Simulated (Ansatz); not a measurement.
## NiSb: how the axes shrink under pressure

NiSb, P6_3/mmc, a = 3.916 Å, c = 5.070 Å. The structure is a COD entry; whether it is the stable form wasn't checked. Ansatz: PBEsol, PAW, 420 eV, Γ-centred 12×12×8 mesh on 4 atoms, Gaussian smearing 0.10 eV; no spin polarisation. Cell and atoms are relaxed at each pressure, and no other structure is tried, so the rows at high pressure may lie past a change of phase. y = 100 ln(c/c0) with c0 = 5.0703 Å, so nearly a change in per cent. The pressures are the targets, met within 0.06 GPa.

| P (GPa) | y | 100 ln(a/a0) |
| --- | --- | --- |
| -2.0 | ? | ? |
| 0.0 | 0.00 | 0.00 |
| 2.0 | -0.50 | -0.48 |
| 5.0 | -1.17 | -1.16 |
| 10.0 | -2.16 | -2.16 |
| 20.0 | -3.84 | -3.86 |
| 40.0 | -6.67 | -6.26 |

Problem. Fit y = c1 P + c2 P² to the other rows, give the linear compressibility along c, and predict the missing y.

Solution. Least squares on the rows shown. y = −0.2259 P + 0.001488 P². The linear compressibility along c is −c1/100 = 2.26 per TPa, against 2.33 along a from the same fit to the last column (its missing entry is 0.53): the crystal is about as stiff along both at low pressure. The runs next to zero pressure give 2.58 and 2.54, so a parabola over the whole range misstates the start. With a term in P³ added, the coefficient of P becomes -0.2508, 11 % more, which shows how far this figure hangs on the form. At P = -2.0 the fit asked for gives 0.46. The run gave 0.53, so the fit is 0.07 too low, within twice the rms miss on the fitted rows (0.06).

The mesh isn't the same in all rows (12×12×8, 12×12×10).